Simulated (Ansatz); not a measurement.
Start from RuO2 in the rutile structure (space group P4_2/mnm, No. 136; a = 4.523 Å, c = 3.119 Å). Axes: x, y, z lie along a, b, c of the conventional cell.

Calculations: plane-wave PAW DFT at the PBE level (Ansatz, a quantum-chemistry and plane-wave program, 420 eV), no spin-orbit coupling.

Modification: every lattice vector is shortened by 1.17 %; the atoms relax in the strained cell.

### Question
Predict the stress tensor and what it implies for the stiffness.

### Answer
Stress of the strained cell less that of the base (GPa, compression positive):
```
    9.2     0.0     0.0
    0.0     9.2     0.0
    0.0     0.0    11.5
```

Then B = −ΔP/(ΔV/V₀) with ΔV/V₀ = -0.0347 gives secant stiffness values (nonlinear terms included at this strain): B (at held cell shape, above the free-shape value) ≈ 288 GPa.

As a check, the harmonic strain energy −½ V₀ Δσ:ε is 12 meV/atom; the computed energy rise is 11 meV/atom.

Stability against distortions was not tested. No Hubbard U is applied, and correlation can decide whether such a compound is a metal. The final runs are not spin-polarised.
